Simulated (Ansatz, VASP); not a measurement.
**SiC (Moissanite 3C): VASP beside Ansatz**

```
Si C
1.0
     0.00000    2.14955    2.14955
     2.14955    0.00000    2.14955
     2.14955    2.14955    0.00000
Si C
1 1
Direct
  0.00000 0.00000 0.00000
  0.75000 0.75000 0.75000
```

Alike in both runs: task single point; functional PBEsol; k mesh 10 × 10 × 10; occupations fermi-dirac, width 0.05 eV; no spin polarisation.

|  | VASP | Ansatz |
| --- | --- | --- |
| version | VASP 6.6.1 | Ansatz 0.2.0 |
| potentials or method | VASP PAW PBE potentials, release 64 (Si, C) | Ansatz PAW |
| plane-wave cutoff (eV) | 520 | 420 |
| valence electrons in the cell | 8 | 8 |

|  | VASP | Ansatz | Ansatz less VASP |
| --- | --- | --- | --- |
| gap on the k mesh at the Fermi level (eV) | 1.20 | 1.21 | +0.010 |
| least direct gap on the mesh (eV) | 4.48 | 4.49 | +0.010 |
| pressure (GPa) | 10.0 | 9.6 | -0.40 |

The functional is the same, so the differences come from potentials, cutoffs and numerics.

Caveats: the PAW data sets were made with another functional, which shifts forces and pressure a little (VASP); the pressure holds a Pulay correction of +0.3 GPa for the finite cutoff (Ansatz); the PAW data sets come from PBE, with cores solved anew for the run's functional, which leaves a small shift of forces and pressure (Ansatz). A k mesh can miss the band edges.
